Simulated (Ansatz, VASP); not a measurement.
Sn: VASP beside Ansatz

```
Sn
1.0
    -0.01563    3.28065    3.28065
     3.28065   -0.01563    3.28065
     3.28065    3.28065   -0.01563
Sn
2
Cartesian
  -0.0035 -0.0035 -0.0035
  1.6400 1.6400 1.6400
```

Change from the starting cell: epitaxial_111 strain +0.4%.

Alike in both runs: task single point; functional r2SCAN; k mesh 6 × 6 × 6; occupations fermi-dirac, width 0.02 eV; no spin polarisation.

|  | VASP | Ansatz |
| --- | --- | --- |
| version | VASP 6.6.1 | Ansatz 0.2.0 |
| potentials or method | VASP PAW PBE potentials, release 64 (Sn_d) | plane waves, PAW |
| plane-wave cutoff (eV) | 520 | 500 |
| valence electrons in the cell | 28 | 28 |

Ansatz gave:

| Property | Result |
| --- | --- |
| pressure (GPa) | -0.1 |
| largest component of the traceless stress (GPa) | 0.07 |

Problem. Which values does VASP return?

Solution. Pressure (GPa): -0.2; largest component of the traceless stress (GPa): 0.07.

Caveats: the PAW data sets were made with another functional, which shifts forces and pressure a little (VASP).
